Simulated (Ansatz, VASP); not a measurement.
**One calculation of Mn3Si, two programs**

```
Mn Si
1.0
     0.00000    2.86100    2.86100
     2.86100    0.00000    2.86100
     2.86100    2.86100    0.00000
Mn Si
3 1
Direct
  0.50000 0.50000 0.50000
  0.25000 0.25000 0.25000
  0.75000 0.75000 0.75000
  0.00000 0.00000 0.00000
```

Alike in both runs: task single point; functional PBEsol; k mesh 6 × 6 × 6; collinear spin.

|  | VASP | Ansatz |
| --- | --- | --- |
| version | VASP 6.6.1 | Ansatz 0.2.0 |
| potentials or method | VASP PAW PBE potentials, release 64 (Mn_pv, Si) | plane waves, PAW |
| plane-wave cutoff (eV) | 520 | 420 |
| occupations | fermi-dirac, width 0.1 eV | fermi-dirac |
| valence electrons in the cell | 43 | 49 |

|  | VASP | Ansatz | Ansatz less VASP |
| --- | --- | --- | --- |
| pressure (GPa) | -16.0 | -16.3 | -0.29 |
| net moment per atom (μB) | 0.26 | 0.26 | +0.001 |
| size of the moment on the site where the two differ most (μB) | 2.58 | 2.50 | -0.084 |

Site moments also hang on the region over which each program counts them. The two sets of potentials don't hold the same shells in valence. Ansatz warned: «seeded_moment_not_kept».

Caveats: so large a pressure means that the cell lies far from this level's equilibrium, or that cutoff or potentials fall short (VASP); the potentials were made for another functional, which shifts forces and pressure (VASP).
